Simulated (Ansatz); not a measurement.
# Au (Fm-3m) in Ansatz: a series of runs

Runs on Au. Level: SVWN5. Tasks: single point, equation of state.

All numbers are computed with Ansatz 0.2.0; they aren't measurements. Logs are shortened: lines on timing, memory, paths and dates and some standing lists are left out, and cuts for length are marked.

**Measured values to compare with.**

“Exploring toroidal anvil profiles for larger sample volumes above 4 Mbar”, 2024, pmc:11102561 quotes, for a bulk crystal of Au: bulk modulus 167 GPa.

How close the calculation comes is told below.

## (1) The crystal as given

Symmetry: Fm-3m, No. 225, cubic system. Conventional cell: a = 4.070 Å, b = 4.070 Å, c = 4.070 Å, α = 90.00°, β = 90.00°, γ = 90.00°. Au (site symmetry m-3m) is surrounded by 12 Au at 2.88 Å.

## (2) Single point, SVWN5, 15.84 Å³/atom (volume scaled by 0.94)

Contents of input.yaml:

```yaml
crystal:
  lattice:
    - [0.0, 1.9934577312, 1.9934577312]
    - [1.9934577312, 0.0, 1.9934577312]
    - [1.9934577312, 1.9934577312, 0.0]
  atoms:
    - { symbol: Au, position: [0.0, 0.0, 0.0] }
hamiltonian:
  xc: { exchange: slater, correlation: vwn5 }
  pseudopotentials: { kind: paw }
kpoints:
  mp_grid: { grid: [11, 11, 11] }
scf:
  occupations: { method: fermi_dirac, width: 0.05 }
output:
  forces: true
  stress: true
  eigenvalues: true
```

Potentials or basis: Ansatz PAW.

Command:

```
ansatz run input.yaml --threads 2 --pin off --max-ram 5120MiB --backend cpu --events-out ev --progress --plain --runs-dir out
```

Output:

```text
Warning: RAYON_NUM_THREADS=2 ignored (pool sized by the plan → 2); use --threads N
Engine: ansatz 0.2.0, x86_64-unknown-linux-gnu
Pseudopotentials: kind: paw
Pseudopotential: Au, paw, valence charge 19, recommended cutoff 420 eV (normal), Au.paw.azcp
Functional definition: unnamed
  exchange = slater_x
  correlation = vwn5_c
Crystal: 1 atoms, lattice volume = 15.843 Å³
Basis set: ecut = 420 eV, 331 PW (Γ)
Bands: 14, of which v1, the nominal top of the filled ones, is band 10 counted from 1 (9 counted from 0)
Symmetry: 48 space group operations
Space group: Fm-3m (ITA 225), of the structure as read, at distance tolerance 2.5e-5 Å
k-points: 56 of 1331
Non-local potential: Au, projectors of the file, l = 0: 3, l = 1: 2, l = 2: 2, l = 3: 1
PAW form: soft (Blöchl's): semilocal exchange-correlation on the pseudo side does not see the compensation charge
PAW frozen core: Au, regenerated for the run's functional, and the local potential with it (the file was generated under x = pbe(κ = 0.804, μ = 0.2195149727645171), c = pbe(β = 0.06672455060314922))
PAW one-centre angular grid: Au, 590 points (default); XC on 64 Gauss nodes
Initial density: superposition of atomic densities (neutral atoms: chi_scale 0, normalization atom), corrected by the library's trained network
Initial wavefunctions: pseudopotential atomic-orbital guess
Functional: x = slater, c = vwn5
SCF iter   1: F=—  HF=-12865.853052 eV  |F-HF|=—  |Δ(HF+E_count)|=         —  Δρ=7.87e-3  dr2=5.65e-3  ethr=1.77e-3  ⟨swp⟩=4.9  Hψ=4013  notcnv=0
preconditioner: auto → none  [insulator: Δε(μ)=0.128 eV  Ē_g=16.757 eV  σ=0.050 eV  W_gap=0.56  n_scr=8 (ndim 8)  ℏωp=30.9 eV  f_vac=0.000  D(μ)=0.30/eV (n_scr^D=0)  ε∞_Penn≈4.4]
SCF iter   2: F=—  HF=-12865.851400 eV  |F-HF|=—  |Δ(HF+E_count)|=   1.65e-3  Δρ=3.00e-3  dr2=3.99e-4  ethr=2.98e-5  ⟨swp⟩=2.4  Hψ=1599  notcnv=0  defer=10
SCF iter   3: F=—  HF=-12865.851275 eV  |F-HF|=—  |Δ(HF+E_count)|=   1.25e-4  Δρ=1.46e-3  dr2=7.01e-5  ethr=2.10e-6  ⟨swp⟩=2.7  Hψ=1263  notcnv=0  defer=10
SCF iter   4: F=—  HF=-12865.851257 eV  |F-HF|=—  |Δ(HF+E_count)|=   1.76e-5  Δρ=4.03e-4  dr2=5.25e-6  ethr=3.69e-7  ⟨swp⟩=1.2  Hψ=783  notcnv=0  defer=10
iter 5 did not close the SCF: its close was put off for the readings that it lacked (scf_convergence_deferred on its scf_iter line)
SCF iter   5: F=-12865.851256 eV  HF=-12865.851256 eV  |F-HF|=2.52e-8  |Δ(HF+E_count)|=   1.12e-6  Δρ=5.07e-5  dr2=8.84e-8  ethr=2.76e-8  ⟨swp⟩=1.8  Hψ=811  notcnv=0  defer=10
SCF iter   6: F=-12865.851256 eV  HF=-12865.851256 eV  |F-HF|=9.64e-11  |Δ(HF+E_count)|=   1.42e-8  Δρ=3.46e-6  dr2=4.01e-10  ethr=4.65e-10  ⟨swp⟩=3.5  Hψ=2631  notcnv=0
SCF 1 converged in 6 iterations: F = -12865.851256 eV  dr2 = 4.01e-10
SCF converged after 6 iterations
Free energy (F): -12865.851256 eV
Harris-Foulkes:  -12865.851256 eV  (|F-HF|=9.64e-11)
Internal energy: -12865.848984 eV  (E = F + TS)
E sigma→0 (E₀):  -12865.850120 eV
Entropy (-TS):   -0.002272 eV (-2.272 meV/atom)
Fermi energy:    22.309273 eV
--- Per-component energies (eV) ---
  E_band       = -180.782914
  E_kinetic    = 606.886088
  E_local      = -1601.662278  (includes V_loc(G=0)·N_el)
  E_nonlocal   = 81.296092
  E_hartree    = 688.098576
  E_xc         = -227.767822
  E_vxc        = -276.395652  (∫ρ·V_xc dr)
  E_paw        = -9424.279470  (= ΣΔE_a)
  E_vpaw       = -367.105942  (= ΣTr[D̂ρ^β])
  E_aug_tail   = 0.001310  (compensation charges beyond the density's cutoff)
  E_ewald      = -2988.947276
  E_core_change = 0.525796  (= ΣΔE_core)
  E_smearing   = -0.002272  (= −TS)
  E_closure    = -0.000000  (closes the sum)
  Σ components = -12865.851256   (vs F -12865.851256, Δ=0.00e0)
--- Forces (eV/Å), atoms counted from 1 ---
  atom   1  Au     0.00000000     0.00000000     0.00000000
  max |Σ_I F_I| component: 1.77e-31 eV/Å
--- Stress (GPa, compression-positive) ---
        9.852591       0.000000       0.000000
       -0.000000       9.852591       0.000000
        0.000000      -0.000000       9.852591
  P = ⅓ Tr σ = 9.8526 GPa (98.526 kbar)
--- Band table (eV; the first three rows and the last of 56) ---
  k-point 0: bands = ["-83.5095", "-34.7065", "-34.7065", "-34.7065", "11.6027", "17.2460", "17.2460", "17.2460", "18.9940", "18.9940", "36.7016", "41.0495", "41.0495", "41.0495"]
  k-point 1: bands = ["-83.5081", "-34.7302", "-34.7101", "-34.7101", "11.9097", "17.1410", "17.3533", "17.3533", "18.9459", "18.9459", "37.0861", "39.4665", "41.4508", "41.4508"]
  k-point 2: bands = ["-83.5044", "-34.7933", "-34.7195", "-34.7195", "12.7484", "16.9662", "17.5478", "17.5478", "18.9447", "18.9447", "36.4425", "37.9835", "42.4845", "42.4845"]
  k-point 55: bands = ["-83.4868", "-34.9116", "-34.8957", "-34.8143", "15.7772", "16.3747", "17.0216", "18.8397", "20.6206", "26.8006", "28.4942", "29.5625", "32.8980", "44.0464"]
```

Run time: 0.34 s. Hardware: 2 threads of Intel Xeon 6975P-C (Granite Rapids), shared host; peak memory 0.31 GiB.

Results:

```yaml
Free_energy: -12865.8513 eV
Pressure: 9.9 GPa
Band_gap_on_the_k_mesh: none (metal or under the smearing width)
```

Caveat: the PAW data sets come from PBE, with cores solved anew for the run's functional, which leaves a small shift of forces and pressure.

## (3) Single point, SVWN5, 16.18 Å³/atom (volume scaled by 0.96)

input.yaml, as its differences from that of step 2:

```diff
@@ -2,5 +2,5 @@
   lattice:
-    - [0.0, 1.9934577312, 1.9934577312]
-    - [1.9934577312, 0.0, 1.9934577312]
-    - [1.9934577312, 1.9934577312, 0.0]
+    - [0.0, 2.0074966285, 2.0074966285]
+    - [2.0074966285, 0.0, 2.0074966285]
+    - [2.0074966285, 2.0074966285, 0.0]
   atoms:
```

Potentials or basis: Ansatz PAW.

Command:

```
ansatz run input.yaml --threads 2 --pin off --max-ram 5120MiB --backend cpu --events-out ev --progress --plain --runs-dir out
```

Run time: 0.35 s. Hardware: 2 threads of Intel Xeon 6975P-C (Granite Rapids), shared host; peak memory 0.31 GiB.

Results (log left out):

| Quantity | Value |
| --- | --- |
| Free energy | -12865.8667 eV |
| Pressure | 4.9 GPa |
| Band gap on the k mesh | none (metal or under the smearing width) |

Caveat: the PAW data sets come from PBE, with cores solved anew for the run's functional, which leaves a small shift of forces and pressure.

## (4) Single point, SVWN5, 16.52 Å³/atom (volume scaled by 0.98)

input.yaml, as its differences from that of step 3:

```diff
@@ -2,5 +2,5 @@
   lattice:
-    - [0.0, 2.0074966285, 2.0074966285]
-    - [2.0074966285, 0.0, 2.0074966285]
-    - [2.0074966285, 2.0074966285, 0.0]
+    - [0.0, 2.0213418704, 2.0213418704]
+    - [2.0213418704, 0.0, 2.0213418704]
+    - [2.0213418704, 2.0213418704, 0.0]
   atoms:
```

Command:

```
ansatz run input.yaml --threads 2 --pin off --max-ram 5120MiB --backend cpu --events-out ev --progress --plain --runs-dir out
```

Wall time 0.35 s (2 threads of Intel Xeon 6975P-C (Granite Rapids), shared host); peak memory 0.32 GiB.

It converged, with:

| Item | Value |
| --- | --- |
| Free energy | -12865.8723 eV |
| Pressure | 0.6 GPa |
| Band gap on the k mesh | none (metal or under the smearing width) |

Caveat: the PAW data sets come from PBE, with cores solved anew for the run's functional, which leaves a small shift of forces and pressure.

## (5) Single point, SVWN5, 16.85 Å³/atom

input.yaml, as its differences from that of step 4:

```diff
@@ -2,5 +2,5 @@
   lattice:
-    - [0.0, 2.0213418704, 2.0213418704]
-    - [2.0213418704, 0.0, 2.0213418704]
-    - [2.0213418704, 2.0213418704, 0.0]
+    - [0.0, 2.035, 2.035]
+    - [2.035, 0.0, 2.035]
+    - [2.035, 2.035, 0.0]
   atoms:
```

Command:

```
ansatz run input.yaml --threads 2 --pin off --max-ram 5120MiB --backend cpu --events-out ev --progress --plain --runs-dir out
```

Run time: 0.35 s. Hardware: 2 threads of Intel Xeon 6975P-C (Granite Rapids), shared host; peak memory 0.32 GiB.

The run converged. Its results:

```
Free energy            : -12865.8695 eV
Pressure               : -3.2 GPa
Band gap on the k mesh : none (metal or under the smearing width)
```

Caveat: the PAW data sets come from PBE, with cores solved anew for the run's functional, which leaves a small shift of forces and pressure.

## (6) Single point, SVWN5, 17.19 Å³/atom (volume scaled by 1.02)

input.yaml, as its differences from that of step 5:

```diff
@@ -2,5 +2,5 @@
   lattice:
-    - [0.0, 2.035, 2.035]
-    - [2.035, 0.0, 2.035]
-    - [2.035, 2.035, 0.0]
+    - [0.0, 2.048477214, 2.048477214]
+    - [2.048477214, 0.0, 2.048477214]
+    - [2.048477214, 2.048477214, 0.0]
   atoms:
```

Potentials or basis: Ansatz PAW.

Command:

```
ansatz run input.yaml --threads 2 --pin off --max-ram 5120MiB --backend cpu --events-out ev --progress --plain --runs-dir out
```

Wall time 0.36 s (2 threads of Intel Xeon 6975P-C (Granite Rapids), shared host); peak memory 0.29 GiB.

It converged, with:

- Free energy: -12865.8592 eV
- Pressure: -6.5 GPa
- Band gap on the k mesh: none (metal or under the smearing width)

Caveat: the PAW data sets come from PBE, with cores solved anew for the run's functional, which leaves a small shift of forces and pressure.

## (7) Single point, SVWN5, 17.53 Å³/atom (volume scaled by 1.04)

input.yaml, as its differences from that of step 6:

```diff
@@ -2,5 +2,5 @@
   lattice:
-    - [0.0, 2.048477214, 2.048477214]
-    - [2.048477214, 0.0, 2.048477214]
-    - [2.048477214, 2.048477214, 0.0]
+    - [0.0, 2.0617793868, 2.0617793868]
+    - [2.0617793868, 0.0, 2.0617793868]
+    - [2.0617793868, 2.0617793868, 0.0]
   atoms:
```

Command:

```
ansatz run input.yaml --threads 2 --pin off --max-ram 5120MiB --backend cpu --events-out ev --progress --plain --runs-dir out
```

Run time: 0.39 s. Hardware: 2 threads of Intel Xeon 6975P-C (Granite Rapids), shared host; peak memory 0.32 GiB.

The run converged. Its results:

```
Free energy            : -12865.8424 eV
Pressure               : -9.4 GPa
Band gap on the k mesh : none (metal or under the smearing width)
```

Caveat: the PAW data sets come from PBE, with cores solved anew for the run's functional, which leaves a small shift of forces and pressure.

## (8) Single point, SVWN5, 17.87 Å³/atom (volume scaled by 1.06)

input.yaml, as its differences from that of step 7:

```diff
@@ -2,5 +2,5 @@
   lattice:
-    - [0.0, 2.0617793868, 2.0617793868]
-    - [2.0617793868, 0.0, 2.0617793868]
-    - [2.0617793868, 2.0617793868, 0.0]
+    - [0.0, 2.0749120936, 2.0749120936]
+    - [2.0749120936, 0.0, 2.0749120936]
+    - [2.0749120936, 2.0749120936, 0.0]
   atoms:
```

Command:

```
ansatz run input.yaml --threads 2 --pin off --max-ram 5120MiB --backend cpu --events-out ev --progress --plain --runs-dir out
```

Run time: 0.38 s. Hardware: 2 threads of Intel Xeon 6975P-C (Granite Rapids), shared host; peak memory 0.32 GiB.

The run converged. Its results:

```yaml
Free_energy: -12865.8200 eV
Pressure: -11.9 GPa
Band_gap_on_the_k_mesh: none (metal or under the smearing width)
```

Caveat: the PAW data sets come from PBE, with cores solved anew for the run's functional, which leaves a small shift of forces and pressure.

## (9) Equation of state, SVWN5

Potentials or basis: Ansatz PAW.

No new run: the results of the series are fitted here.

What came out:

- Equilibrium volume: 16.57 Å³/atom
- Bulk modulus: 195 GPa
- Pressure derivative of the bulk modulus: 5.7

Energy against volume, from the lowest point:
```tsv
volume (Å³/atom)	energy (meV/atom)
15.843	21.07
16.181	5.67
16.518	0.00
16.855	2.85
17.192	13.15
17.529	29.93
17.866	52.36
```

## (10) Comparison with measurements

Step 9. Against the measured bulk modulus of Au, 167 GPa (quoted in “Exploring toroidal anvil profiles for larger sample volumes above 4 Mbar”, 2024, pmc:11102561), the calculated 195 GPa is off by +16.7 %. The fit is for a static lattice scaled at fixed shape and fixed fractional positions.
